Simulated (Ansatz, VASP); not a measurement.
LiF: VASP beside Ansatz

INCAR

```
  PREC = Accurate
  ENCUT = 520
  EDIFF = 1E-6
  ISMEAR = -1
  SIGMA = 0.02
  LREAL = F
  LASPH = T
  NELM = 80
  ALGO = Normal
  ISIF = 2
  LWAVE = F
  LCHARG = T
  GGA = PE
  LELF = T
  LVHAR = T
  NBANDS = 12
```

Contents of KPOINTS:

```
regular mesh
0
Gamma
  10 10 10
```

File POSCAR:

```
LiF
1.0
    0.0273371784      2.1477136272      2.1477136272
    2.1477136272      0.0273371784      2.1477136272
    2.1477136272      2.1477136272      0.0273371784
Li F
1 1
Direct
    0.0012742171      0.0012742171      0.0012742171
    0.2487257829      0.2487257829      0.2487257829
```

Input for Ansatz:

```yaml
crystal:
  lattice:
    - [0.0273371784, 2.1477136272, 2.1477136272]
    - [2.1477136272, 0.0273371784, 2.1477136272]
    - [2.1477136272, 2.1477136272, 0.0273371784]
  atoms:
    - { symbol: Li, position: [0.0012742171, 0.0012742171, 0.0012742171] }
    - { symbol: F, position: [0.2487257829, 0.2487257829, 0.2487257829] }
kpoints:
  mp_grid: { grid: [10, 10, 10] }
  band_path:
    path:
      - [0.0, 0.0, 0.0]
      - [-0.5, -0.5, 0.0]
      - [-0.375, -0.375, 0.25]
      - [-0.375, 0.0, 0.375]
      - [0.0, 0.0, 0.5]
      - [-0.5, -0.25, 0.25]
    npoints: 1
hamiltonian:
  xc: pbe
scf:
  occupations: { method: fermi_dirac, width: 0.02 }
  n_extra_bands: 4
output:
  forces: true
  stress: true
  eigenvalues: true
  write_density: true
  write_potential: true
  elf: true
  volumetric_format: npy
```

Change from the starting cell: epitaxial_111 strain -1.1%.

Alike in both runs: task single point; functional PBE; k mesh 10 × 10 × 10; occupations fermi-dirac, width 0.02 eV; no spin polarisation.

|  | VASP | Ansatz |
| --- | --- | --- |
| version | VASP 6.6.1 | Ansatz 0.2.0 |
| potentials or method | VASP PAW PBE potentials, release 64 (Li_sv, F) | plane waves, PAW |
| plane-wave cutoff (eV) | 520 | 420 |
| valence electrons in the cell | 10 | 10 |

```csv
,VASP,Ansatz,Ansatz less VASP
gap on the k mesh at the Fermi level (eV),7.97,7.98,+0.012
```

With one functional, cell and mesh, what is left measures potentials, basis and numerics.

 A k mesh can miss the band edges.
